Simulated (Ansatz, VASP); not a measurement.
## One calculation of W, two programs

```
W
1.0
    -1.58234    1.58234    1.58234
     1.58234   -1.58234    1.58234
     1.58234    1.58234   -1.58234
W
1
Direct
  0.00000 0.00000 0.00000
```

Alike in both runs: functional PBE; k mesh 12 × 12 × 12; occupations fermi-dirac, width 0.05 eV; no spin polarisation.

|  | VASP | Ansatz |
| --- | --- | --- |
| version | VASP 6.6.1 | Ansatz 0.2.0 |
| potentials or method | VASP PAW PBE potentials, release 64 (W_sv) | Ansatz PAW |
| plane-wave cutoff (eV) | 520 | 420 |
| valence electrons in the cell | 14 | 14 |
| task | single point | band structure |

```tsv
	VASP	Ansatz	Ansatz less VASP
gap on the k mesh at the Fermi level (eV)	none	none	-
pressure (GPa)	6.4	5.8	-0.59
```

A gap of «none» marks a metal or a gap that the smearing closes. The functional is the same, so the differences come from potentials, cutoffs and numerics.

Caveats: spin-orbit coupling is left out, which moves the levels of the heavy elements (Ansatz). The runs have no spin-orbit coupling, so splittings on W are missing.
